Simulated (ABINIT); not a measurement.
CdS (Hawleyite):

```
Cd S
1.0
     0.00000    2.91650    2.91650
     2.91650    0.00000    2.91650
     2.91650    2.91650    0.00000
Cd S
1 1
Direct
  0.00000 0.00000 0.00000
  0.75000 0.75000 0.75000
```

Base run:

```yaml
Program: ABINIT 10.8.3 (patched build)
Functional: PBE
Potentials_or_basis: JTH PAW PBE v2.0
Cutoff: 599 eV
k_mesh: 8 × 8 × 8
Occupations: fermi-dirac, width 0.05 eV
Spin: no spin polarisation
```

Its results: band gap on the k mesh 1.13 eV, direct; pressure 2.9 GPa.

Question: The run is repeated on the same cell with these changes: k mesh from 8 × 8 × 8 to 3 × 3 × 3. What comes out?

Answer: Band gap on the k mesh 1.09 eV, direct; pressure 3.6 GPa.

Caveats: some runs use coarse meshes; an odd mesh through Γ misses points on the zone boundary, where band edges often lie (some runs).

Not every run made on this cell is shown here.
